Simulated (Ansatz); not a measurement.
WC (P-6m2) under several functionals

**Experimental background.**

From “Reflectance spectral studies of spark plasma sintered tungsten carbide pellet”, 2024, arxiv:2411.15754, for a ceramic of WC: lattice constant a 2.906 Å; lattice constant c 2.837 Å.

Plane-wave DFT in Ansatz with scalar-relativistic PAW potentials. The same structure was relaxed (cell and atoms, symmetry kept) in separate runs at each level. No spin polarisation.

| level | cutoff (eV) | k mesh | V (Å³/atom) | a (Å) | c (Å) | B0 (GPa) |
| --- | --- | --- | --- | --- | --- | --- |
| PBE+D3(BJ) | 420 | 18×18×14 | 10.331 | 2.902 | 2.833 | – |
| r2SCAN | 500 | 18×18×14 | 10.414 | 2.912 | 2.836 | 400 |
| PBE | 420 | 18×18×14 | 10.524 | 2.922 | 2.847 | 382 |

Question: Where does PBEsol (420 eV, k mesh 18×18×14) fall?

Answer: V (Å³/atom) 10.287, a (Å) 2.898, c (Å) 2.828, B0 (GPa) 406. Its volume is the smallest of the set. The usual order of volumes, PBEsol < PBE, holds here (10.287, 10.524 Å³/atom). As a rule PBEsol, built on the gradient expansion of slowly varying densities, lies between LDA and PBE; PBE's stronger gradient term for exchange weakens bonds. Adding D3 to PBE changes the volume by -1.8 %; the term is attractive, so it pulls cells in. In metals the pairwise form ignores screening by the conduction electrons and often pulls in too far. r2SCAN lies 1.0 % under PBE in volume. B0 goes from 405.8 to 382.3 GPa as the volume grows by 2.3 %; on one curve with B' = 4.2 the volume alone, B ∝ V^(−B'), would give 368.6 GPa, and the rest of the difference is the functional's own stiffness.

For PBE: Measured lattice constant a of WC: 2.906 Å (ceramic; “Reflectance spectral studies of spark plasma sintered tungsten carbide pellet”, 2024, arxiv:2411.15754). This calculation gives 2.922 Å (+0.5 %). A measured lattice constant c of WC is 2.837 Å (ceramic; “Reflectance spectral studies of spark plasma sintered tungsten carbide pellet”, 2024, arxiv:2411.15754); the calculated 2.847 Å misses it by +0.4 %. The calculations are for 0 K without zero-point motion, and in metals axial ratios are sensitive to mesh and smearing.

Spin–orbit coupling is left out, which can shift energies with elements as heavy as these.